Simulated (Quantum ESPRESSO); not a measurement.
Wanted: the native input for a Quantum ESPRESSO 7.5 run.

```
Task                : single point
Functional          : PBE
Potentials or basis : SSSP 1.3 efficiency PBE
Cutoff              : 952 eV
Density cutoff      : 7619 eV
k mesh              : 10 × 10 × 10
Occupations         : fermi-dirac, width 0.05 eV
Spin                : no spin polarisation
Mixing beta         : 0.5
Most SCF iterations : 120
SCF threshold       : 4e-10 Ry
```

Crystal: GaN.

```
Ga N
1.0
     2.98064    0.00000    0.00000
    -1.49032    2.58131    0.00000
     0.00000    0.00000    2.68337
Ga N
1 1
Direct
  0.66667 0.33333 0.50000
  0.00000 0.00000 0.00000
```

The cell was built by a generator and needn't be a form met in nature.

The input as run:

pw.in

```
&CONTROL
  calculation = 'scf'
  prefix = 'pwscf'
  outdir = './tmp'
  pseudo_dir = './pseudo'
  tprnfor = .true.
  tstress = .true.
  disk_io = 'nowf'
/
&SYSTEM
  ibrav = 0
  nat = 2
  ntyp = 2
  ecutwfc = 70
  ecutrho = 560
  nbnd = 15
  occupations = 'smearing'
  smearing = 'fd'
  degauss = 0.00367493
/
&ELECTRONS
  conv_thr = 4d-10
  electron_maxstep = 120
  mixing_beta = 0.5
/
ATOMIC_SPECIES
Ga    69.7230 Ga.pbe-dn-kjpaw_psl.1.0.0.UPF
N     14.0070 N.pbe-n-radius_5.UPF
CELL_PARAMETERS angstrom
   2.9806400000    0.0000000000    0.0000000000
  -1.4903200000    2.5813100000    0.0000000000
   0.0000000000    0.0000000000    2.6833700000
ATOMIC_POSITIONS crystal
Ga     0.6666700000    0.3333300000    0.5000000000
N      0.0000000000    0.0000000000    0.0000000000
K_POINTS automatic
10 10 10 0 0 0
```

Potentials or basis: SSSP 1.3 efficiency PBE.

Launch:

```console
$ OMP_NUM_THREADS=1 pw.x -in pw.in > pw.out
```

It gave:

| Quantity | Value |
| --- | --- |
| Pressure | -0.3 GPa |
| Band gap on the k mesh | none (metal or under the smearing width) |

Run time: 3.1 min on 1 thread of Arm Neoverse V1, with other jobs on the host, peak memory 0.21 GiB.
